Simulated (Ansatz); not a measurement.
Free-standing chains of the atoms of GaP, named by their start (strip: triangular double chain, ladder: square double chain); atoms and period are relaxed, and energies count from relaxed bulk GaP (F-43m, 20.11 Å³/atom, gap on the mesh 1.50 eV).

Computed with DFT PBEsol, scalar-relativistic, plane waves, PAW (Ansatz 0.2.0).

Cutoff 420 eV, Gaussian smearing of 0.05 eV, energies at zero smearing, symmetry of each start kept, collinear spin where a moment is listed.

| start | atoms | k mesh | excess energy (eV per host atom) | period (Å) | gap on the mesh (eV) | highest filled level or Fermi level under vacuum (eV) | size of the moment (μB per cell) |
| --- | --- | --- | --- | --- | --- | --- | --- |
| linear chain | 2 | 1×1×15 | 1.734 | 4.347 | 0 | 5.44 | 0.40 |
| dimerised chain | 2 | 1×1×15 | 1.734 | 4.347 | 0 | 5.44 | 0.40 |
| zigzag chain | 2 | 1×1×17 | 1.380 | 3.915 | 0.38 | - | 0.00 |
| ladder chain | 4 | 1×1×15 | 1.049 | 4.394 | 0.45 | 5.38 | 0.00 |
| strip chain | 2 | 1×1×28 | 1.303 | 2.439 | 0 | - | 0.00 |

An odd mesh misses points on the zone edge, so a gap read on it can be too wide.

Each run keeps its start's symmetry and one magnetic start, so lower states can exist. Rows stand on unlike meshes and boxes, so starts that end alike can differ by a few hundredths of an eV per atom.

Cost: 5 runs of about 2.7 core-minutes in all, on AMD EPYC 9R45 (Zen 5) (shared hosts).